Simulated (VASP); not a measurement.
Calculation: PBE GGA, VASP's PBE PAW potentials (set 64) (plane waves; VASP).

VASP ran on this input.

KPOINTS:
```
K-points
0
gamma
  8 8 1
```

### POSCAR
```
Sb2Te3
1
    4.3269178181     0.0000000000     0.0000000000
   -2.1634589091     3.7472205204     0.0000000000
    0.0000000000     0.0000000000    31.6838540020
Sb Te
6 9
Direct
  0.3333330000   0.6666670000   0.0656670000
  0.3333330000   0.6666670000   0.2676670000
  0.0000000000   0.0000000000   0.3990000000
  0.0000000000   0.0000000000   0.6010000000
  0.6666670000   0.3333330000   0.7323330000
  0.6666670000   0.3333330000   0.9343330000
  0.0000000000   0.0000000000   0.0000000000
  0.0000000000   0.0000000000   0.2130000000
  0.6666670000   0.3333330000   0.1203330000
  0.6666670000   0.3333330000   0.3333330000
  0.6666670000   0.3333330000   0.5463330000
  0.3333330000   0.6666670000   0.4536670000
  0.3333330000   0.6666670000   0.6666670000
  0.3333330000   0.6666670000   0.8796670000
  0.0000000000   0.0000000000   0.7870000000
```

### INCAR
```
! general
SYSTEM  = Sb2Te3
PREC    = Normal
ENCUT   = 400
LREAL   = .FALSE.   ! projection in real space or not
LASPH   = .TRUE.

! electronic loop
EDIFF   = 1E-5
NELM    = 100
NELMIN  = 4
ALGO    = Fast   ! Davidson, then RMM-DIIS
LMAXMIX = 4

! smearing
ISMEAR  = 0   ! Gaussian
SIGMA   = 0.05   ! width (eV)

! functional
GGA     = PE   ! PBE

! ions
IBRION  = 2
NSW     = 20   ! most ionic steps
ISIF    = 2   ! forces and stress, cell fixed
EDIFFG  = -0.03

! output
LWAVE   = .FALSE.
LCHARG  = .FALSE.
```

POTCAR, in this order: Sb Te (PBE.64 set). Program: vasp_std.

What VASP printed:

**OUTCAR**
```
 ion  position               nearest neighbor table
   1  0.333  0.667  0.066-   9 3.04   9 3.04   9 3.04   7 3.25   7 3.25   7 3.25
   2  0.333  0.667  0.268-   8 3.04   8 3.04   8 3.04  10 3.25  10 3.25  10 3.25
   3  0.000  0.000  0.399-  12 3.04  12 3.04  12 3.04  10 3.25  10 3.25  10 3.25
   4  0.000  0.000  0.601-  11 3.04  11 3.04  11 3.04  13 3.25  13 3.25  13 3.25
   5  0.667  0.333  0.732-  15 3.04  15 3.04  15 3.04  13 3.25  13 3.25  13 3.25
   6  0.667  0.333  0.934-  14 3.04  14 3.04  14 3.04   7 3.25   7 3.25   7 3.25
   7  0.000  0.000  0.000-   1 3.25   6 3.25   1 3.25   6 3.25   6 3.25   1 3.25
   8  0.000  0.000  0.213-   2 3.04   2 3.04   2 3.04
   9  0.667  0.333  0.120-   1 3.04   1 3.04   1 3.04
  10  0.667  0.333  0.333-   2 3.25   2 3.25   2 3.25   3 3.25   3 3.25   3 3.25
  11  0.667  0.333  0.546-   4 3.04   4 3.04   4 3.04
  12  0.333  0.667  0.454-   3 3.04   3 3.04   3 3.04
  13  0.333  0.667  0.667-   5 3.25   5 3.25   5 3.25   4 3.25   4 3.25   4 3.25
  14  0.333  0.667  0.880-   6 3.04   6 3.04   6 3.04
  15  0.000  0.000  0.787-   5 3.04   5 3.04   5 3.04
  LATTYP: Found a hexagonal cell.
 ALAT       =     4.3269178181
 C/A-ratio  =     7.3224996022
 Subroutine PRICEL returns following result:
  LATTYP: Found a trigonal (rhomboedric) cell.
 ALAT       =    10.8527072883
 COS(alpha) =     0.9205212347
 Subroutine GETGRP returns: Found 12 space group operations
The static configuration has the point symmetry D_3d.
The dynamic configuration has the point symmetry D_3d.
 Subroutine INISYM returns: Found 12 space group operations
 Subroutine IBZKPT returns following result:
 Found     10 irreducible k-points:

 Following reciprocal coordinates:
            Coordinates               Weight
  0.000000  0.000000  0.000000      1.000000
  0.125000  0.000000  0.000000      6.000000
  0.250000  0.000000  0.000000      6.000000
  0.375000  0.000000  0.000000      6.000000
  0.500000  0.000000  0.000000      3.000000
  0.125000  0.125000  0.000000      6.000000
  0.250000  0.125000  0.000000     12.000000
  0.375000  0.125000  0.000000     12.000000
  0.250000  0.250000  0.000000      6.000000
  0.375000  0.250000  0.000000      6.000000
   k-points           NKPTS =     10   k-points in BZ     NKDIM =     10   number of bands    NBANDS=     50
   number of dos      NEDOS =    301   number of ions     NIONS =     15
   total plane-waves  NPLWV =  92160
   dimension x,y,z NGX =    24 NGY =   24 NGZ =  160
   dimension x,y,z NGXF=    48 NGYF=   48 NGZF=  320
   ions per type =               6   9
   PREC   = normal    normal or accurate (medium, high low for compatibility)
   ISTART =      0    job   : 0-new  1-cont  2-samecut
   ICHARG =      2    charge: 1-file 2-atom 10-const
   ISPIN  =      1    spin polarized calculation?
   LNONCOLLINEAR =      F non collinear calculations
   LSORBIT =      F    spin-orbit coupling
   INIWAV =      1    electr: 0-lowe 1-rand  2-diag
   ENCUT  =  400.0 eV  29.40 Ry    5.42 a.u.   7.06  7.06 51.67*2*pi/ulx,y,z
   NELM   =    100;   NELMIN=  4; NELMDL= -5     # of ELM steps
   EDIFF  = 0.1E-04   stopping-criterion for ELM
   LREAL  =      F    real-space projection
   NLSPLINE    = F    spline interpolate recip. space projectors
   LMAXMIX     =    4 max onsite mixed and CHGCAR
   VOSKOWN=      0    Vosko Wilk Nusair interpolation
   EDIFFG = -.3E-01   stopping-criterion for IOM
   NSW    =     20    number of steps for IOM
   NBLOCK =      1;   KBLOCK =     20    inner block; outer block
   IBRION =      2    ionic relax: 0-MD 1-quasi-New 2-CG
   NFREE  =      1    steps in history (QN), initial steepest desc. (CG)
   ISIF   =      2    stress and relaxation
   ISYM   =      2    0-nonsym 1-usesym 2-fastsym
   TEIN   =    0.0    initial temperature
   TEBEG  =    0.0;   TEEND  =   0.0 temperature during run
   SMASS  =  -3.00    Nose mass-parameter (am)
   PSTRESS=    0.0 pullay stress
   NELECT =      84.0000    total number of electrons
   EFERMI =   0.00;   METHOD = LEGACY
...
```

OSZICAR:
```
       N       E                     dE             d eps       ncg     rms          rms(c)
DAV:   1     0.390106687574E+03    0.39011E+03   -0.25211E+04  1000   0.108E+03
DAV:   2    -0.144390210630E+02   -0.40455E+03   -0.39453E+03  1236   0.185E+02
DAV:   3    -0.539542171326E+02   -0.39515E+02   -0.38547E+02  1214   0.588E+01
DAV:   4    -0.554060807536E+02   -0.14519E+01   -0.14387E+01  1312   0.119E+01
DAV:   5    -0.554587325705E+02   -0.52652E-01   -0.52514E-01  1316   0.220E+00    0.136E+01
RMM:   6    -0.549191369601E+02    0.53960E+00   -0.15796E+00  1017   0.261E+00    0.822E+00
RMM:   7    -0.550262356707E+02   -0.10710E+00   -0.20916E+00  1074   0.263E+00    0.127E+00
RMM:   8    -0.549665077368E+02    0.59728E-01   -0.21518E-01  1006   0.136E+00    0.913E-01
RMM:   9    -0.549572937948E+02    0.92139E-02   -0.10770E-01  1038   0.739E-01    0.372E-01
RMM:  10    -0.549590569149E+02   -0.17631E-02   -0.13369E-02  1098   0.324E-01    0.192E-01
RMM:  11    -0.549592840448E+02   -0.22713E-03   -0.88857E-03  1080   0.192E-01    0.945E-02
RMM:  12    -0.549592811061E+02    0.29387E-05   -0.11638E-03  1119   0.990E-02    0.547E-02
RMM:  13    -0.549593118281E+02   -0.30722E-04   -0.32016E-04  1049   0.428E-02    0.669E-02
RMM:  14    -0.549592800043E+02    0.31824E-04   -0.21854E-04  1001   0.274E-02    0.418E-02
RMM:  15    -0.549592958596E+02   -0.15855E-04   -0.62666E-05   772   0.182E-02    0.497E-02
RMM:  16    -0.549593112165E+02   -0.15357E-04   -0.56005E-05   798   0.115E-02    0.584E-02
RMM:  17    -0.549593023281E+02    0.88884E-05   -0.66195E-06   539   0.620E-03
   1 F= -.54959302E+02 E0= -.54959176E+02  d E =-.549593E+02
       N       E                     dE             d eps       ncg     rms          rms(c)
DAV:   1    -0.549731896194E+02   -0.13878E-01   -0.26687E-01  1152   0.168E+00    0.220E-01
RMM:   2    -0.549743965473E+02   -0.12069E-02   -0.17946E-02  1023   0.402E-01    0.113E-01
RMM:   3    -0.549747366663E+02   -0.34012E-03   -0.32773E-03  1112   0.171E-01    0.109E-01
RMM:   4    -0.549747000762E+02    0.36590E-04   -0.40992E-04  1038   0.713E-02    0.650E-02
RMM:   5    -0.549747177098E+02   -0.17634E-04   -0.23544E-04  1051   0.389E-02    0.242E-02
RMM:   6    -0.549747094577E+02    0.82521E-05   -0.40168E-05   733   0.203E-02
   2 F= -.54974709E+02 E0= -.54974610E+02  d E =-.154071E-01
       N       E                     dE             d eps       ncg     rms          rms(c)
DAV:   1    -0.549994201620E+02   -0.24702E-01   -0.24048E+00  1000   0.505E+00    0.643E-01
RMM:   2    -0.550099007135E+02   -0.10481E-01   -0.16799E-01  1029   0.122E+00    0.363E-01
RMM:   3    -0.550131137280E+02   -0.32130E-02   -0.31906E-02  1105   0.519E-01    0.340E-01
RMM:   4    -0.550127131487E+02    0.40058E-03   -0.37087E-03  1035   0.216E-01    0.209E-01
RMM:   5    -0.550128905356E+02   -0.17739E-03   -0.24387E-03  1087   0.120E-01    0.858E-02
RMM:   6    -0.550127881143E+02    0.10242E-03   -0.43427E-04  1050   0.661E-02    0.448E-02
RMM:   7    -0.550127988269E+02   -0.10713E-04   -0.13049E-04  1028   0.332E-02    0.291E-02
RMM:   8    -0.550127950854E+02    0.37415E-05   -0.47626E-05   762   0.152E-02
   3 F= -.55012795E+02 E0= -.55012752E+02  d E =-.534928E-01
       N       E                     dE             d eps       ncg     rms          rms(c)
DAV:   1    -0.549971203778E+02    0.15678E-01   -0.96333E+00  1000   0.101E+01    0.129E+00
RMM:   2    -0.550399588802E+02   -0.42839E-01   -0.66706E-01  1030   0.245E+00    0.734E-01
RMM:   3    -0.550521284393E+02   -0.12170E-01   -0.12217E-01  1102   0.103E+00    0.651E-01
RMM:   4    -0.550506438464E+02    0.14846E-02   -0.14745E-02  1040   0.431E-01    0.391E-01
RMM:   5    -0.550512409028E+02   -0.59706E-03   -0.81216E-03  1091   0.232E-01    0.165E-01
RMM:   6    -0.550508858567E+02    0.35505E-03   -0.16763E-03  1061   0.127E-01    0.712E-02
RMM:   7    -0.550509361431E+02   -0.50286E-04   -0.43854E-04  1201   0.638E-02    0.488E-02
RMM:   8    -0.550509209832E+02    0.15160E-04   -0.27369E-04   993   0.314E-02    0.319E-02
RMM:   9    -0.550509251354E+02   -0.41523E-05   -0.60883E-05   818   0.204E-02
   4 F= -.55050925E+02 E0= -.55050919E+02  d E =-.916228E-01
       N       E                     dE             d eps       ncg     rms          rms(c)
DAV:   1    -0.550498963787E+02    0.10246E-02   -0.42000E-01  1008   0.211E+00    0.275E-01
RMM:   2    -0.550518192471E+02   -0.19229E-02   -0.28413E-02  1031   0.507E-01    0.148E-01
RMM:   3    -0.550523390473E+02   -0.51980E-03   -0.51379E-03  1101   0.215E-01    0.134E-01
RMM:   4    -0.550522790212E+02    0.60026E-04   -0.60881E-04  1034   0.896E-02    0.817E-02
RMM:   5    -0.550523043421E+02   -0.25321E-04   -0.37059E-04  1083   0.500E-02    0.318E-02
RMM:   6    -0.550522956182E+02    0.87239E-05   -0.59071E-05   799   0.260E-02
   5 F= -.55052296E+02 E0= -.55052292E+02  d E =-.929933E-01
       N       E                     dE             d eps       ncg     rms          rms(c)
DAV:   1    -0.550451256576E+02    0.71787E-02   -0.23130E+00  1004   0.470E+00    0.800E-01
RMM:   2    -0.550544889370E+02   -0.93633E-02   -0.12861E-01  1011   0.114E+00    0.183E-01
RMM:   3    -0.550563568430E+02   -0.18679E-02   -0.21552E-02  1070   0.465E-01    0.156E-01
RMM:   4    -0.550565815889E+02   -0.22475E-03   -0.38850E-03  1116   0.198E-01    0.973E-02
RMM:   5    -0.550566091990E+02   -0.27610E-04   -0.82770E-04  1044   0.101E-01    0.227E-02
RMM:   6    -0.550566330609E+02   -0.23862E-04   -0.25902E-04  1138   0.505E-02    0.221E-02
RMM:   7    -0.550566364898E+02   -0.34289E-05   -0.37680E-05   661   0.191E-02
   6 F= -.55056636E+02 E0= -.55056635E+02  d E =-.434087E-02
       N       E                     dE             d eps       ncg     rms          rms(c)
DAV:   1    -0.550577825282E+02   -0.11495E-02   -0.32954E-01  1012   0.178E+00    0.273E-01
RMM:   2    -0.550591416277E+02   -0.13591E-02   -0.18509E-02  1012   0.432E-01    0.713E-02
RMM:   3    -0.550593839780E+02   -0.24235E-03   -0.29484E-03  1066   0.175E-01    0.606E-02
RMM:   4    -0.550594029171E+02   -0.18939E-04   -0.53405E-04  1096   0.742E-02    0.383E-02
RMM:   5    -0.550593969316E+02    0.59856E-05   -0.11723E-04   997   0.380E-02    0.802E-03
RMM:   6    -0.550593980166E+02   -0.10851E-05   -0.33950E-05   667   0.194E-02
   7 F= -.55059398E+02 E0= -.55059396E+02  d E =-.710240E-02
```

**OUTCAR**
```
------------------------ aborting loop because EDIFF is reached ----------------------------------------
  FORCE on cell =-STRESS in cart. coord.  units (eV):
  Direction    XX          YY          ZZ          XY          YZ          ZX
  --------------------------------------------------------------------------------------
  Total        0.1529244      0.1529244     -0.3813008     -0.0000000      0.0000000      0.0000000
  in kB        0.4769375      0.4769374     -1.1891932     -0.0000000      0.0000000      0.0000000
  external PRESSURE =      -0.0784394 kB  Pullay stress =       0.0000000 kB
  volume of cell :      513.72
      direct lattice vectors                 reciprocal lattice vectors
     4.326917818  0.000000000  0.000000000     0.231111392  0.133432233  0.000000000
    -2.163458909  3.747220520  0.000000000     0.000000000  0.266864465  0.000000000
     0.000000000  0.000000000 31.683854002     0.000000000  0.000000000  0.031561817
 POSITION                                       TOTAL-FORCE (eV/Angst)
 -----------------------------------------------------------------------------------
     -0.00000      2.49815      1.99464         0.000000     -0.000000     -0.003766
     -0.00000      2.49815      8.56667        -0.000000      0.000000      0.003766
     -0.00000      0.00000     12.55591         0.000000     -0.000000     -0.003766
     -0.00000      0.00000     19.12794        -0.000000      0.000000      0.003766
      2.16346      1.24907     23.11718         0.000000     -0.000000     -0.003766
      2.16346      1.24907     29.68922        -0.000000     -0.000000      0.003766
      0.00000      0.00000      0.00000         0.000000     -0.000000     -0.000000
      0.00000      0.00000      6.85700         0.000000     -0.000000     -0.001538
      2.16346      1.24907      3.70427        -0.000000      0.000000      0.001538
      2.16346      1.24907     10.56127         0.000000      0.000000     -0.000000
      2.16346      1.24907     17.41827         0.000000     -0.000000     -0.001538
     -0.00000      2.49815     14.26558        -0.000000      0.000000      0.001538
     -0.00000      2.49815     21.12258        -0.000000     -0.000000     -0.000000
     -0.00000      2.49815     27.97958         0.000000     -0.000000     -0.001538
     -0.00000      0.00000     24.82685        -0.000000      0.000000      0.001538
 -----------------------------------------------------------------------------------
    total drift:                                0.000000     -0.000000      0.000000
  FREE ENERGIE OF THE ION-ELECTRON SYSTEM (eV)
  ---------------------------------------------------
  free  energy   TOTEN  =       -55.0593980166 eV

  energy  without entropy=      -55.0593939286  energy(sigma->0) =      -55.05939597

 reached required accuracy - stopping structural energy minimisation
```
(Selected blocks of OUTCAR.)

File CONTCAR:
```
Sb2Te3
   1.00000000000000
     4.3269178181000001    0.0000000000000000    0.0000000000000000
    -2.1634589091000000    3.7472205204000000    0.0000000000000000
     0.0000000000000000    0.0000000000000000   31.6838540020000003
  Sb              Te
     6     9
Direct
     0.3333330000000032    0.6666669999999968    0.0629543494514794
     0.3333330000000032    0.6666669999999968    0.2703796505485213
     0.0000000000000000    0.0000000000000000    0.3962873494514826
     0.0000000000000000    0.0000000000000000    0.6037126505485173
     0.6666669999999968    0.3333330000000032    0.7296203494514788
     0.6666669999999968    0.3333330000000032    0.9370456505485205
     0.0000000000000000    0.0000000000000000    0.0000000000000000
     0.0000000000000000    0.0000000000000000    0.2164193700675078
     0.6666669999999968    0.3333330000000032    0.1169136299324954
     0.6666669999999968    0.3333330000000032    0.3333330000000032
     0.6666669999999968    0.3333330000000032    0.5497523700675038
     0.3333330000000032    0.6666669999999968    0.4502476299324961
     0.3333330000000032    0.6666669999999968    0.6666669999999968
     0.3333330000000032    0.6666669999999968    0.8830863700675045
     0.0000000000000000    0.0000000000000000    0.7835806299324923
```

Without a dispersion term in the relaxation, distances and binding between the weakly bound layers, chains or molecules are unreliable, and so is what depends on them.

The compound is Sb2Te3 in the tetradymite structure. This run relaxes the ions in a fixed cell. Symmetry was kept, so distortions that lower it aren't found.
